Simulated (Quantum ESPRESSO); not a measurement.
Crystal: MgSe.

```xyz
2
Lattice="0.0000 2.7255 2.7255 2.7255 0.0000 2.7255 2.7255 2.7255 0.0000" Properties=species:S:1:pos:R:3 pbc="T T T"
Se    2.7255    2.7255    2.7255
Mg    0.0000    0.0000    0.0000
```

Base run:

| Item | Value |
| --- | --- |
| Program | Quantum ESPRESSO 7.5 |
| Functional | WC |
| Potentials or basis | SSSP 1.3 efficiency PBE |
| Cutoff | 748 eV |
| Density cutoff | 5987 eV |
| k mesh | 8 × 8 × 8 |
| Occupations | fermi-dirac, width 0.025 eV |
| Spin | no spin polarisation |

Its results: band gap on the k mesh 1.79 eV, indirect (least direct gap 2.50 eV); pressure 0.1 GPa.

Problem. The run is repeated on the same cell with these changes: functional from WC to PBE; occupations from fermi-dirac, width 0.025 eV to fermi-dirac, width 0.05 eV. What comes out?

Solution. Band gap on the k mesh 1.79 eV, indirect (least direct gap 2.59 eV); pressure 1.8 GPa.

Caveats: the potentials were made for another functional, which shifts forces and pressure (some runs).

A k mesh can miss the band edges.
